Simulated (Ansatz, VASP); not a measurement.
## FeO (Wuestite): VASP beside Ansatz

Contents of INCAR:

```
SYSTEM = FeO
ALGO = Normal
EDIFF = 1E-6
ENCUT = 520
GGA = PS
ISIF = 2
ISMEAR = 0
ISPIN = 2
LASPH = .TRUE.
LCHARG = .FALSE.
LMAXMIX = 4
LORBIT = 11
LREAL = .FALSE.
LWAVE = .FALSE.
MAGMOM = 3 0
NBANDS = 18
NELM = 150
PREC = Accurate
SIGMA = 0.05
```

File KPOINTS:

```
k-points
0
G
  11 11 11
  0 0 0
```

File POSCAR:

```
FeO
1.0
    0.0000000000      2.1554000000      2.1554000000
    2.1554000000      0.0000000000      2.1554000000
    2.1554000000      2.1554000000      0.0000000000
Fe O
1 1
Direct
    0.0000000000      0.0000000000      0.0000000000
    0.5000000000      0.5000000000      0.5000000000
```

Contents of input.yaml:

```yaml
crystal:
  lattice:
    - [0.0, 2.1554, 2.1554]
    - [2.1554, 0.0, 2.1554]
    - [2.1554, 2.1554, 0.0]
  atoms:
    - { symbol: Fe, position: [0.0, 0.0, 0.0], spin: 3.0 }
    - { symbol: O, position: [0.5, 0.5, 0.5] }
kpoints:
  mp_grid: { grid: [11, 11, 11] }
scf:
  occupations: { method: gaussian, width: 0.05 }
hamiltonian:
  xc: pbesol
  pseudopotentials: { kind: all_electron, lapw: { basis_error: 0.001 } }
magnetization:
  spin_polarized: true
output:
  forces: true
  stress: true
  eigenvalues: true
```

Alike in both runs: task single point; functional PBEsol; k mesh 11 × 11 × 11; occupations gaussian, width 0.05 eV; collinear spin.

|  | VASP | Ansatz |
| --- | --- | --- |
| version | VASP 6.6.1 | Ansatz 0.2.0 |
| potentials or method | VASP PAW PBE potentials, release 64 (Fe, O) | all-electron LAPW, scalar-relativistic |
| plane-wave cutoff (eV) | 520 | see its input |

VASP gave:

```
gap on the k mesh at the Fermi level (eV)                     : none
pressure (GPa)                                                : -8.4
net moment per atom (μB)                                      : 2.00
size of the moment on the site where the two differ most (μB) : 0.30
```

Which values does Ansatz return?

gap on the k mesh at the Fermi level (eV): none; pressure (GPa): -8.6; net moment per atom (μB): 2.00; size of the moment on the site where the two differ most (μB): 0.32.

Site moments also hang on the region over which each program counts them. A gap of «none» marks a metal or a gap that the smearing closes. Ansatz ran all-electron here, so the differences hold the error of VASP's frozen core and of both bases.

Caveats: a cell with one magnetic atom can't hold antiferromagnetic order, which such compounds often take; semilocal functionals often make such compounds metallic where correlation or magnetic order opens a gap, which also shifts bond lengths; the PAW data sets were made with another functional, which shifts forces and pressure a little (VASP).
